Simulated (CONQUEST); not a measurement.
Crystal: SnO2 (Cassiterite).

```
CELL_PARAMETERS angstrom
3.18650 0.00000 0.00000
0.00000 4.73800 0.00000
0.00000 0.00000 4.73800
ATOMIC_POSITIONS crystal
Sn 0.50000 0.50000 0.50000
Sn 0.00000 0.00000 0.00000
O 0.50000 0.19290 0.19290
O 0.00000 0.69290 0.30710
O 0.50000 0.80710 0.80710
O 0.00000 0.30710 0.69290
```

```yaml
Program: CONQUEST 1.3
Task: single point
Functional: PBE
Potentials_or_basis: PseudoDojo NC PBE, SZP, grid cutoff 150 Ha
k_mesh: 8 × 6 × 6
Occupations: fermi-dirac, width 0.05 eV
Spin: no spin polarisation
```

On this cell: pressure 21.7 GPa; largest force 0.358 eV/Å; band gap on the k mesh 0.93 eV, direct.

The same run follows on a disturbed copy (atoms moved at random, drawn with an rms of 0.05 Å):

```
Sn O
1.0
     3.18650    0.00000    0.00000
     0.00000    4.73800    0.00000
     0.00000    0.00000    4.73800
Sn O
2 4
Direct
  0.49746 0.50951 0.49864
  0.99823 0.00615 0.00976
  0.50555 0.19471 0.19258
  0.00342 0.69922 0.30269
  0.50986 0.81229 0.79193
  0.98763 0.30649 0.69155
```

Q: What changes?

A: The energy moves by +19.3 meV/atom; pressure 21.5 GPa; largest force 2.021 eV/Å; band gap on the k mesh 0.81 eV, direct.

Forces in eV/Å, atoms in the order of the input:
```
Sn  -0.133 -1.014  0.169
Sn   0.729 -0.289 -1.863
O   -0.513  0.748  0.666
O   -0.178 -0.321 -0.045
O   -0.491  0.870  1.121
O    0.609  0.031 -0.041
```

Stress tensor (GPa, compression positive):
```
26.08 -1.06  0.90
-1.06 19.63  0.10
 0.90  0.10 18.78
```

Caveats: the atomic basis is small; spin-orbit coupling is left out, which moves the levels of the heavy elements; the basis of atomic orbitals isn't converged, which shifts pressures, moduli and gaps; so large a pressure means that the cell lies far from this level's equilibrium, or that cutoff or potentials fall short (some runs).

A k mesh can miss the band edges.
